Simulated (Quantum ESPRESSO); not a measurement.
## BN: dielectric tensor and Born charges under several settings

```
N B
1.0
     2.55394    0.00000    0.00000
    -1.27697    2.21178    0.00000
     0.00000    0.00000    4.22685
N B
2 2
Direct
  0.33333 0.66667 0.12528
  0.66667 0.33333 0.62528
  0.33333 0.66667 0.49972
  0.66667 0.33333 0.99972
```

Measurements of this composition are mostly on another form, of space group No. 194.

All runs used Quantum ESPRESSO 7.5; potentials GBRV 1.5 PBE; given cell; no spin polarisation; cutoff 612 eV; occupations smeared at first, fixed for the response.

```tsv
level	k mesh (s: shifted)	pressure (GPa)	ε∞ (diagonal)	Born charge of atom 1 (e)	sum of the Born charges (e)
PBE	4 × 4 × 2s	0.1	5.07, 5.07, 4.74	-2.06	-0.45
PBE	6 × 6 × 4s	?	?	?	?
PBE	8 × 8 × 4s	-0.1	4.57, 4.57, 4.73	-1.89	-0.01
PBE	10 × 10 × 6s	-0.1	4.56, 4.56, 4.73	-1.89	0.00
PBE	12 × 12 × 6s	-0.1	4.56, 4.56, 4.73	-1.89	0.00
PBE	16 × 16 × 8s	-0.1	4.56, 4.56, 4.73	-1.89	0.00
```

**Question.** What stands in the row left open?

**Answer.** Pressure -0.1 GPa; ε∞ 4.64, 4.64, 4.73; Born charge of atom 1 -1.91 e; sum of the Born charges -0.06 e.

Caveats: some runs use coarse meshes.

For the row left open. Caveat: the k mesh is coarse (spacing up to 0.47 Å⁻¹), so the values aren't converged; the mesh is thin for the dielectric tensor, Born charges and intensities, which usually come out too large; the Born charges break their sum rule by 0.06 e, a sign of too thin a mesh.
